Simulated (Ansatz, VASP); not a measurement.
Given: the input of a run of VASP 6.6.1 on SiC.

File INCAR:

```
PREC = Accurate ; ENCUT = 520
EDIFF = 1E-7 ; ISMEAR = -1
SIGMA = 0.05 ; LREAL = False
LASPH = True ; NELM = 100
ALGO = Normal ; ISIF = 2
LWAVE = False ; LCHARG = False
GGA = PE ; NBANDS = 26
```

KPOINTS

```
Automatic mesh
0
Gamma
  10 10 3
```

File POSCAR:

```
SiC
1.0
    3.0550512851      0.0000000000      0.0000000000
   -1.5275256425      2.6457520228      0.0000000000
    0.0000000000      0.0000000000     10.0030562121
Si C
4 4
Direct
    0.0000000000      0.0000000000      0.1878943800
    0.0000000000      0.0000000000      0.6878943800
    0.3333333333      0.6666666667      0.4378419800
    0.6666666667      0.3333333333      0.9378419800
    0.0000000000      0.0000000000      0.0004600500
    0.0000000000      0.0000000000      0.5004600500
    0.3333333333      0.6666666667      0.2498025900
    0.6666666667      0.3333333333      0.7498025900
```

Potentials or basis: VASP PAW PBE potentials, release 64 (Si, C).

The run is started by

```console
$ cat potpaw_PBE.64/Si/POTCAR potpaw_PBE.64/C/POTCAR > POTCAR
$ mpirun -np 1 vasp_std > vasp.out
```

**Question.** Set up the same calculation for Ansatz 0.2.0. Potentials there: PseudoDojo stringent (PBE files).

**Answer.** As run (the cutoff follows the program's own potentials):

File input.yaml:

```yaml
crystal:
  lattice:
    - [3.0550512851, 0.0, 0.0]
    - [-1.5275256425, 2.6457520228, 0.0]
    - [0.0, 0.0, 10.0030562121]
  atoms:
    - { symbol: Si, position: [0.0, 0.0, 0.18789438] }
    - { symbol: Si, position: [0.0, 0.0, 0.68789438] }
    - { symbol: Si, position: [0.3333333333, 0.6666666667, 0.43784198] }
    - { symbol: Si, position: [0.6666666667, 0.3333333333, 0.93784198] }
    - { symbol: C, position: [0.0, 0.0, 0.00046005] }
    - { symbol: C, position: [0.0, 0.0, 0.50046005] }
    - { symbol: C, position: [0.3333333333, 0.6666666667, 0.24980259] }
    - { symbol: C, position: [0.6666666667, 0.3333333333, 0.74980259] }
hamiltonian:
  xc: pbe
  pseudopotentials: { kind: nc, accuracy: stringent }
kpoints:
  mp_grid: { grid: [10, 10, 3] }
scf:
  occupations: { method: fermi_dirac, width: 0.05 }
output:
  forces: true
  stress: true
  eigenvalues: true
```

Potentials or basis: PseudoDojo stringent (PBE files).

The run is started by

```console
$ ansatz run input.yaml --threads 2 --pin off --max-ram 5120MiB --backend cpu --events-out ev --progress --plain --runs-dir out
```

Both were run:

|  | VASP | Ansatz | Ansatz less VASP |
| --- | --- | --- | --- |
| gap on the k mesh at the Fermi level (eV) | 2.23 | 2.24 | +0.007 |
| least direct gap on the mesh (eV) | 3.36 | 3.37 | +0.009 |
| pressure (GPa) | 8.6 | 8.7 | +0.09 |
| largest component of the traceless stress (GPa) | 0.14 | 0.14 | +0.003 |
| rms of the force components (eV/Å) | 0.005 | 0.005 | +0.0006 |

Atom by atom the forces differ by 0.001 eV/Å (rms over components). The functional is the same, so the differences come from potentials, cutoffs and numerics.

Caveats: an odd mesh through Γ misses points on the zone boundary, where band edges often lie (VASP); odd divisions of the mesh miss points on the zone boundary, where band edges often lie, so the gap on the mesh can be too wide (Ansatz). A hybrid or GW would open this gap; PBE tends to underestimate it.
